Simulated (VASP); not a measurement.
# CaO (Fm-3m) in VASP: notebook

Runs on CaO. Level: PBEsol. Tasks: relaxation of cell and atoms, single point.

Program: VASP 6.6.1. These are calculated values, not measurements. Logs are shortened: lines on timing, memory, paths and dates and some standing lists are left out, and cuts for length are marked.

## 1. Starting point

The structure is cubic, space group Fm-3m (No. 225). The conventional cell has a = 4.907 Å, b = 4.907 Å, c = 4.907 Å, α = 90.00°, β = 90.00°, γ = 90.00°. Ca (site symmetry m-3m) is surrounded by 6 O at 2.45 Å. O (site symmetry m-3m) is surrounded by 6 Ca at 2.45 Å.

## 2. Relaxation of cell and atoms, PBEsol

INCAR reads:

```
ALGO = Fast
EDIFF = 1E-7
EDIFFG = -0.005
ENCUT = 300
GGA = PS
IBRION = 2
ISIF = 3
ISMEAR = 0
LASPH = T
LCHARG = F
LREAL = F
LWAVE = F
NELM = 80
NSW = 90
PREC = Accurate
SIGMA = 0.02
```

KPOINTS reads:

```
k-points
0
Gamma
  8 8 8
```

POSCAR reads:

```
CaO
1.0
    0.0000000000      2.4535000000      2.4535000000
    2.4535000000      0.0000000000      2.4535000000
    2.4535000000      2.4535000000      0.0000000000
Ca O
1 1
Direct
    0.0000000000      0.0000000000      0.0000000000
    0.5000000000      0.5000000000      0.5000000000
```

Potentials or basis: VASP PAW PBE potentials, release 64 (Ca_sv, O).

Started as:

```sh
$ cat potpaw_PBE.64/Ca_sv/POTCAR potpaw_PBE.64/O/POTCAR > POTCAR
$ mpirun -np 1 vasp_std > vasp.out
```

OUTCAR:

```text
EDIFF = 1E-7
   EDIFFG = -0.005
   ENCUT = 300
   GGA = PS
   IBRION = 2
   ISIF = 3
   ISMEAR = 0
   LASPH = T
   LREAL = F
   NELM = 80
   NSW = 90
   PREC = Accurate

 ion  position               nearest neighbor table
   1  0.000  0.000  0.000-   2 2.45   2 2.45   2 2.45   2 2.45   2 2.45   2 2.45
   2  0.500  0.500  0.500-   1 2.45   1 2.45   1 2.45   1 2.45   1 2.45   1 2.45

  LATTYP: Found a face centered cubic cell.
 ALAT       =     4.9070000000

  Lattice vectors:

 A1 = (   0.0000000000,   2.4535000000,   2.4535000000)
 A2 = (   2.4535000000,   0.0000000000,   2.4535000000)
 A3 = (   2.4535000000,   2.4535000000,   0.0000000000)

Analysis of symmetry for initial positions (statically):
=====================================================================
 Subroutine PRICEL returns:
 Original cell was already a primitive cell.

 Routine SETGRP: Setting up the symmetry group for a
 face centered cubic supercell.

 Subroutine GETGRP returns: Found 48 space group operations
 (whereof 48 operations were pure point group operations)
 out of a pool of 48 trial point group operations.

The static configuration has the point symmetry O_h .

Analysis of symmetry for dynamics (positions and initial velocities):
=====================================================================
 Subroutine PRICEL returns:
 Original cell was already a primitive cell.

 Routine SETGRP: Setting up the symmetry group for a
 face centered cubic supercell.

 Subroutine GETGRP returns: Found 48 space group operations
 (whereof 48 operations were pure point group operations)
 out of a pool of 48 trial point group operations.

The dynamic configuration has the point symmetry O_h .

 Subroutine INISYM returns: Found 48 space group operations
 (whereof 48 operations are pure point group operations),
 and found     1 'primitive' translations

----------------------------------------------------------------------------------------

                                     Primitive cell

  volume of cell :      29.5385

  direct lattice vectors                    reciprocal lattice vectors
     0.000000000  2.453500000  2.453500000    -0.203790503  0.203790503  0.203790503
     2.453500000  0.000000000  2.453500000     0.203790503 -0.203790503  0.203790503
     2.453500000  2.453500000  0.000000000     0.203790503  0.203790503 -0.203790503

  length of vectors
     3.469772975  3.469772975  3.469772975     0.352975506  0.352975506  0.352975506

  position of ions in fractional coordinates (direct lattice)
     0.000000000  0.000000000  0.000000000
     0.500000000  0.500000000  0.500000000

  ion indices of the primitive-cell ions
   primitive index   ion index
                 1           1
                 2           2

----------------------------------------------------------------------------------------

 KPOINTS: k-points

Automatic generation of k-mesh.
 Grid dimensions read from file:
 generate k-points for:    8    8    8

 Generating k-lattice:

  Cartesian coordinates                     Fractional coordinates (reciprocal lattice)
    -0.025473813  0.025473813  0.025473813     0.125000000  0.000000000  0.000000000
     0.025473813 -0.025473813  0.025473813     0.000000000  0.125000000  0.000000000
     0.025473813  0.025473813 -0.025473813     0.000000000  0.000000000  0.125000000

  Length of vectors
     0.044121938  0.044121938  0.044121938

  Shift w.r.t. Gamma in fractional coordinates (k-lattice)
     0.000000000  0.000000000  0.000000000

 Subroutine IBZKPT returns following result:
 ===========================================

 Found     29 irreducible k-points:

 Following reciprocal coordinates:
            Coordinates               Weight
  0.000000  0.000000  0.000000      1.000000
  0.125000  0.000000  0.000000      8.000000
  0.250000  0.000000  0.000000      8.000000
  0.375000  0.000000  0.000000      8.000000
  0.500000  0.000000  0.000000      4.000000
  0.125000  0.125000  0.000000      6.000000
[... 16 lines left out ...]
  0.500000  0.250000  0.125000     48.000000
 -0.375000  0.250000  0.125000     24.000000
 [... further k-points ...]
   k-points           NKPTS =     29   k-points in BZ     NKDIM =     29   number of bands    NBANDS=     12
   number of dos      NEDOS =    301   number of ions     NIONS =      2
   total plane-waves  NPLWV =   8000
   dimension x,y,z NGX =    20 NGY =   20 NGZ =   20
   dimension x,y,z NGXF=    40 NGYF=   40 NGZF=   40
   ions per type =               1   1
   NGX,Y,Z   is equivalent  to a cutoff of   9.58,  9.58,  9.58 a.u.
   NGXF,Y,Z  is equivalent  to a cutoff of  19.17, 19.17, 19.17 a.u.
 SYSTEM =  unknown system
   PREC   = accura    normal or accurate (medium, high low for compatibility)
   ISTART =      0    job   : 0-new  1-cont  2-samecut
   ICHARG =      2    charge: 1-file 2-atom 10-const
   ISPIN  =      1    spin polarized calculation?
   LNONCOLLINEAR =      F non collinear calculations
   LSORBIT =      F    spin-orbit coupling
   LASPH  =      T    aspherical Exc in radial PAW
   ENCUT  =  300.0 eV  22.05 Ry    4.70 a.u.   4.90  4.90  4.90*2*pi/ulx,y,z
   NELM   =     80;   NELMIN=  2; NELMDL= -5     # of ELM steps
   EDIFF  = 0.1E-06   stopping-criterion for ELM
   LREAL  =      F    real-space projection
   EDIFFG = -.5E-02   stopping-criterion for IOM
   NSW    =     90    number of steps for IOM
   IBRION =      2    ionic relax: 0-MD 1-quasi-New 2-CG
   NFREE  =      1    steps in history (QN), initial steepest desc. (CG)
   ISIF   =      3    stress and relaxation
   ISYM   =      2    0-nonsym 1-usesym 2-fastsym
   POTIM  = 0.5000    time-step for ionic-motion
   TEBEG  =    0.0;   TEEND  =   0.0 temperature during run
   PSTRESS=    0.0 pullay stress
   NELECT =      16.0000    total number of electrons
   NUPDOWN=      -1.0000    fix difference up-down
   EMIN   =  10.00;   EMAX   =-10.00  energy-range for DOS
   EFERMI =   0.00;   METHOD = LEGACY
   ISMEAR =     0;   SIGMA  =   0.02  broadening in eV -4-tet -1-fermi 0-gaus
   EFERMI_NEDOS =   21; number of points for ismear=-14 and -15
   IALGO  =     68    algorithm
   IMIX   =      4    mixing-type and parameters
     AMIX     =   0.40;   BMIX     =  1.00
     AMIX_MAG =   1.60;   BMIX_MAG =  1.00
  volume/ion in A,a.u.               =      14.77        99.67
  Fermi-wavevector in a.u.,A,eV,Ry     =   1.334501  2.521840 24.230504  1.780892
  Thomas-Fermi vector in A             =   2.463277
   LORBIT       =      0    0 simple, 1 ext, 2 COOP (PROOUT), +10 PAW based schemes
   GGA     = PS    functional components
   LHFCALC =     F    Hartree Fock is set to
   AEXX    =    0.0000 exact exchange contribution
   IVDW    =     0    specifies the selected vdW correction
   LEPSILON=     F    determine dielectric tensor
   LRPA    =     F    only Hartree local field effects (RPA)
 conjugate gradient relaxation of ions
 non-spin polarized calculation
 RMM-DIIS sequential band-by-band and
 Gauss-broadening in eV      SIGMA  =   0.02
  energy-cutoff  :      300.00
  volume of cell :       29.54
 maximum number of plane-waves:       360
   NGX =  9   NGY =  9   NGZ =  9

--------------------------------------- Ionic step        1  -------------------------------------------

 number of electron      16.0000002 magnetization

 Free energy of the ion-electron system (eV)
  ---------------------------------------------------
  ext. energy  EPLUGINS =         0.00000000
  ---------------------------------------------------
  free energy    TOTEN  =       -13.47845824 eV

  energy without entropy =      -13.47845824  energy(sigma->0) =      -13.47845824

------------------------ aborting loop because EDIFF is reached ----------------------------------------

  FORCE on cell =-STRESS in cart. coord.  units (eV):
  Direction    XX          YY          ZZ          XY          YZ          ZX
  --------------------------------------------------------------------------------------
  -------------------------------------------------------------------------------------
  Total       -6.1509885     -6.1509885     -6.1509885      0.0000000      0.0000000     -0.0000000
  in kB     -333.6317051   -333.6317051   -333.6317051      0.0000000      0.0000000     -0.0000000
  external PRESSURE =    -333.6317051 kB  Pullay stress =       0.0000000 kB
[... 201 lines left out ...]
  energy  without entropy=      -14.0603567046  energy(sigma->0) =      -14.06035670

--------------------------------------- Ionic step        7  -------------------------------------------

 number of electron      15.9999982 magnetization

 Free energy of the ion-electron system (eV)
  ---------------------------------------------------
  ext. energy  EPLUGINS =         0.00000000
  ---------------------------------------------------
  free energy    TOTEN  =       -14.06036007 eV

  energy without entropy =      -14.06036007  energy(sigma->0) =      -14.06036007

 E-fermi :   3.1068     XC(G=0): -11.3622

 val. band max:        2.9238693436   @ k =   0.0000   0.0000   0.0000
 cond. band min:       6.3974123483   @ k =   0.5000   0.5000   0.0000
 fundamental gap:      3.4735430047
 Fermi energy:         3.1067504780

 k-point     1 :       0.0000    0.0000    0.0000
  band No.  band energies     occupation
      1     -33.9769      2.00000
      2     -14.6994      2.00000
      3     -14.6994      2.00000
      4     -14.6994      2.00000
      5     -12.7958      2.00000
      6       2.9239      2.00000
      7       2.9239      2.00000
      8       2.9239      2.00000
      9       8.5757      0.00000
     10       9.4118      0.00000
     11       9.4118      0.00000
     12       9.4118      0.00000
[... 331 lines left out ...]
 k-point    24 :      -0.3750    0.2500    0.1250
  band No.  band energies     occupation
      1     -33.7638      2.00000
      2     -16.1967      2.00000
      3     -15.0719      2.00000
      4     -14.8929      2.00000
      5     -11.3904      2.00000
      6       0.6222      2.00000
      7       1.6569      2.00000
      8       1.6631      2.00000
      9      10.1280      0.00000
     10      10.2020      0.00000
     11      12.4630      0.00000
     12      12.8658      0.00000

 [... further k-points ...]

------------------------ aborting loop because EDIFF is reached ----------------------------------------

  FORCE on cell =-STRESS in cart. coord.  units (eV):
  Direction    XX          YY          ZZ          XY          YZ          ZX
  --------------------------------------------------------------------------------------
  -------------------------------------------------------------------------------------
  Total       -0.0001933     -0.0001933     -0.0001933      0.0000000      0.0000000     -0.0000000
  in kB       -0.0126268     -0.0126268     -0.0126268      0.0000000      0.0000000     -0.0000000
  external PRESSURE =      -0.0126268 kB  Pullay stress =       0.0000000 kB
[... 17 lines left out ...]
  FREE ENERGIE OF THE ION-ELECTRON SYSTEM (eV)
  ---------------------------------------------------
  free  energy   TOTEN  =       -14.0603600658 eV

  energy  without entropy=      -14.0603600658  energy(sigma->0) =      -14.06036007

 reached required accuracy - stopping structural energy minimisation
```

Run time: 39 s. Hardware: 1 thread of Intel Xeon Platinum 8488C (Sapphire Rapids), shared host; peak memory 0.12 GiB.

The run converged, but a check on its numbers failed (symmetry, net force, bounds or a known fault of this set-up), so they aren't taken as properties of the crystal.

Caveat: the cutoff lies under the usual one of these potentials, so the numbers hold a large basis-set error; the volume moved by over 15 % at a fixed basis, so the end points are rough; the PAW data sets were made with another functional, which shifts forces and pressure a little; the volume moved by -17 % from the deposited cell, more than functionals usually miss.

## 3. Relaxation of cell and atoms, PBEsol

INCAR, as its differences from that of step 2:

```diff
@@ -3,3 +3,3 @@
 EDIFFG = -0.005
-ENCUT = 300
+ENCUT = 600
 GGA = PS
```

KPOINTS reads:

```
k-points
0
Gamma
  4 4 4
```

POSCAR is that of step 2.

Potentials or basis: VASP PAW PBE potentials, release 64 (Ca_sv, O).

Started as:

```sh
$ cat potpaw_PBE.64/Ca_sv/POTCAR potpaw_PBE.64/O/POTCAR > POTCAR
$ mpirun -np 1 vasp_std > vasp.out
```

It took 19 s on 1 thread of Intel Xeon Platinum 8488C (Sapphire Rapids), shared host; peak memory 0.16 GiB.

Results (log left out):

* Free energy: -13.4122 eV
* Relaxed volume: 13.61 Å³/atom
* Relaxed cell: a = 3.376 Å, b = 3.376 Å, c = 3.376 Å, α = 60.00°, β = 60.00°, γ = 60.00°
* Space group after relaxing (to 0.05 Å): Fm-3m (No. 225)
* Energy gained by relaxing: 30.7 meV/atom
* Ionic steps: 3
* Pressure after relaxing: 0.0 GPa
* Band gap on the k mesh: 3.52 eV, indirect (least direct gap 3.89 eV)

The path:
| step | energy change (eV) | largest force (eV/Å) | pressure (GPa) | volume (Å³) |
| --- | --- | --- | --- | --- |
| 1 | 0.0000 | 0.0000 | -7.87 | 29.54 |
| 2 | -0.0550 | 0.0000 | 3.08 | 26.54 |
| 3 | -0.0614 | 0.0000 | 0.01 | 27.22 |

Final structure:
```
CELL_PARAMETERS angstrom
0.00000 2.38746 2.38746
2.38746 0.00000 2.38746
2.38746 2.38746 0.00000
ATOMIC_POSITIONS crystal
Ca 0.00000 0.00000 0.00000
O 0.50000 0.50000 0.50000
```

Levels at points of the mesh, in eV from the valence-band top:
```csv
k point,band 5,band 6,band 7,band 8,band 9,band 10,band 11,band 12
"(0.00, 0.00, 0.00)",-15.48,0.00,0.00,0.00,4.74,6.23,6.23,6.23
"(0.50, 0.00, 0.00)",-14.16,-2.74,-1.26,-1.26,7.10,8.48,8.48,8.48
"(0.50, 0.50, 0.00)",-15.24,-1.31,-0.37,-0.37,3.52,8.18,9.03,9.72
```

Caveat: the k mesh is coarse (spacing up to 0.55 Å⁻¹), so the values aren't converged; the PAW data sets were made with another functional, which shifts forces and pressure a little.

[end of part 1 of 2]
